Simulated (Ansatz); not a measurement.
## Fe under compression and expansion

```
Fe
1.0
     0.00000    1.74132    1.74132
     1.74132    0.00000    1.74132
     1.74132    1.74132    0.00000
Fe
1
Direct
  0.00000 0.00000 0.00000
```

The structure comes from a relaxation in the same program, started in the fcc type, and has space group Fm-3m. Whether it is a known phase or the ground state wasn't checked.

Other magnetic orders may lie lower; this is the state that the run reached.

All numbers are computed: DFT, PBE, all-electron LAPW, scalar-relativistic (Ansatz 0.2.0); DFT, PBE, PAW with Ansatz's default frozen-core files, scalar-relativistic (Ansatz 0.2.0).

For LAPW: a Γ-centred 18×18×18 k mesh, Fermi–Dirac smearing of 0.05 eV, basis error target 0.25 meV/atom, spin-polarised from start moments Fe 3 μB. PAW takes a cutoff of 420 eV at this cell. The Ansatz runs share mesh, smearing and spin set-up. Plane-wave (PAW) pressures include the program's estimate of the Pulay term.

The cell above is scaled evenly, with fractional coordinates and shape held.

Q: Estimate the equilibrium volume and bulk modulus that LAPW (all electrons) gives for this fixed shape.

A: V0 = 10.57 Å³/atom, B0 = 212 GPa, B0′ = 4.0, from a third-order Birch–Murnaghan fit to these pressures:
```
V/V(cell)  V (Å³/atom)  P, LAPW (GPa)  P, PAW (GPa)  moment, LAPW (μB)
   0.9405        9.932          14.88         14.10               0.74
   0.9800       10.349           4.73          4.31               0.95
   1.0000       10.560           0.22          0.00               1.03
   1.0200       10.771          -4.06         -4.12               1.09
   1.0600       11.194         -10.79        -10.57               1.24
```

PAW's V0 lies -0.11 % from the all-electron value and its B0 -3.5 %. Symmetry fixes shape and coordinates here, so this is the relaxed modulus.
